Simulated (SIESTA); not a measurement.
**NbAs under changes of volume**

One of the cells (17.047 Å³/atom); the others are scaled copies at fixed shape and fractional positions:

```
Nb As
1.0
    -1.71427    1.71427    5.80080
     1.71427   -1.71427    5.80080
     1.71427    1.71427   -5.80080
Nb As
2 2
Cartesian
  0.0000 1.7143 0.0000
  0.0000 0.0000 8.7012
  0.0000 1.7143 4.8263
  0.0000 0.0000 1.9259
```

| Item | Value |
| --- | --- |
| Program | SIESTA 5.4.2 |
| Functional | PBE |
| Potentials or basis | PseudoDojo 0.4 standard (PBE files) |
| Basis | DZP (energy shift 0.003 Ry; two zetas on semicore shells) |
| Grid cutoff | 800 Ry |
| Energy shift | 0.003 Ry |
| k mesh | 11 × 11 × 11 |
| Occupations | fermi-dirac, width 0.05 eV |
| Spin | no spin polarisation |

| volume (Å³/atom) | energy over the lowest point (meV/atom) | pressure (GPa) | largest force (eV/Å) |
| --- | --- | --- | --- |
| 16.351 | 91.57 | 19.2 | 0.443 |
| 16.699 | 55.31 | 14.4 | 0.424 |
| 17.047 | 28.78 | 10.1 | 0.381 |
| 17.743 | ? | ? | ? |
| 18.091 | 0.00 | -0.6 | 0.319 |

Q: What does the run at 17.743 Å³/atom give?

A: Energy over the lowest point 2.06 meV/atom; pressure 2.6 GPa; largest force 0.336 eV/Å.

Worked out: A Birch-Murnaghan fit of order 2 (a polynomial in V^(-2/3)) to the other rows has its minimum at 18.02 Å³/atom with B0 = V·E''(V) = 163 GPa at fixed shape and positions, which overstates the stiffness. It gives 1.98 meV/atom at 17.743 Å³/atom, against the run's 2.06, and -dE/dV = 2.6 GPa, against 2.6.

Energies are extrapolated to zero smearing.

Caveats: the basis of atomic orbitals isn't converged, which shifts pressures, moduli and gaps.
